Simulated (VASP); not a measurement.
## Results of a VASP single-point calculation on Mg$_{2}$Ge (strained antifluorite)

POSCAR

```
Ge Mg
 1.0000000000000000
     0.0000000000000000    3.1353547187999999    3.2000271589999998
     3.1353547187999999    0.0000000000000000    3.2000271589999998
     3.1353547187999999    3.1353547187999999    0.0000000000000000
 Ge  Mg
   1   2
Cartesian
  0.0000000000000000  0.0000000000000000  0.0000000000000000
  1.5676773594000000  1.5676773594000000  1.6000135794999994
  4.7030320781999997  4.7030320781999997  4.8000407384999990
```

```
gap between bands v and c : 0.06 eV
least direct gap          : 1.19 eV
```

Band v is the last that the valence electrons fill when counted band by band, and c is the next. Levels in eV from the top of v:

```tsv
point	v−1	v	c	c+1
Γ	0.00	0.00	1.19	2.82
X	-2.15	-2.10	0.06	0.52
K	-3.59	-1.67	0.80	3.33
L	-0.85	-0.71	1.10	2.72
W	-3.71	-2.80	2.82	3.84
```

**Question.** Which of these levels of theory gave these results?
A. PBE0
B. PBEsol
C. LDA
D. PBE with spin–orbit coupling
E. PBE
F. r²SCAN
G. HSE06

**Answer.** E.

The INCAR was:

```
LCHARG = .FALSE.
ISMEAR = -1
SIGMA = 0.02
IBRION = -1
ENCUT = 520
NSW = 0
GGA = PE
NELM = 120
LREAL = .FALSE.
PREC = Accurate
ISIF = 2
LASPH = .TRUE.
EDIFF = 1E-7
LWAVE = .FALSE.
NBANDS = 16
```
